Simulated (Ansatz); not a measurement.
# SiC: random displacements

Theory: DFT r2SCAN, scalar-relativistic, plane waves, PAW in Ansatz 0.2.0. Settings: plane waves to 500 eV, k-mesh 6×6×6 (Γ-centred), Gaussian smearing 0.05 eV. No spin polarisation. Energies are free energies at this smearing, counted from the undisturbed cell; pressure is positive in compression.

The undisturbed cell (as given, not relaxed at this level):

```
Si C
1.0
     4.34800    0.00000    0.00000
     0.00000   -4.34800    0.00000
     0.00000    0.00000   -4.34800
Si C
4 4
Direct
  0.00000 0.50000 0.50000
  0.50000 0.00000 0.50000
  0.50000 0.50000 0.00000
  0.00000 0.00000 0.00000
  0.75000 0.75000 0.75000
  0.25000 0.25000 0.75000
  0.25000 0.75000 0.25000
  0.75000 0.25000 0.25000
```

After a displacement of all atoms with no net shift and a strain of the cell, the run gives ΔE = 53.2 meV/atom; stress (xx, yy, zz, yz, xz, xy; compression positive) (-0.37, 0.21, 5.16, 6.37, 7.20, -5.06) GPa; gap on the mesh 1.27 eV.

| atom | Fx (eV/Å) | Fy | Fz |
| --- | --- | --- | --- |
| Si1 | 0.431 | -0.729 | 0.913 |
| Si2 | 0.860 | 1.826 | 1.673 |
| Si3 | -0.746 | 0.303 | -1.379 |
| Si4 | -0.010 | 0.359 | -1.232 |
| C5 | -0.204 | -0.685 | 2.146 |
| C6 | -0.561 | -1.175 | 0.026 |
| C7 | 0.137 | -0.268 | -0.987 |
| C8 | 0.094 | 0.368 | -1.160 |

Which displacements (Å, in the unstrained cell) and strain were applied?

| atom | ux | uy | uz |
| --- | --- | --- | --- |
| Si1 | -0.02 | 0.03 | -0.02 |
| Si2 | -0.01 | -0.05 | -0.04 |
| Si3 | 0.02 | -0.01 | 0.03 |
| Si4 | 0.01 | 0.00 | 0.02 |
| C5 | 0.02 | 0.01 | -0.07 |
| C6 | 0.01 | 0.03 | 0.00 |
| C7 | -0.01 | 0.01 | 0.03 |
| C8 | -0.01 | -0.02 | 0.05 |
Strain (Voigt, engineering shear): (0.0109, 0.0079, -0.0143, -0.0234, -0.0218, 0.0201).

Cost: 1 run of about 0.96 core-minutes, on Arm Neoverse V2 (shared hosts).